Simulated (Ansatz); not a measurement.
## Fluorite SrF2

Level of theory: PBE in Ansatz (plane waves, PAW).

Run with plane-wave cutoff 500 eV, 12×12×1 k mesh (along the axes of the cell as run), gaussian smearing 0.02 eV, scalar-relativistic PAW data made under PBE.

Cell: relaxed at this level.

```
Property                              Value
--------------------------------  ---------
surface energy of the (111) face  0.34 J/m²
ionisation potential of the slab    7.67 eV
```

The slab of 18 atoms is relaxed and unreconstructed.

Computed values are for the static lattice.

Cost on a shared machine: roughly 7 core-minutes.

Ansatz is an electronic-structure program.
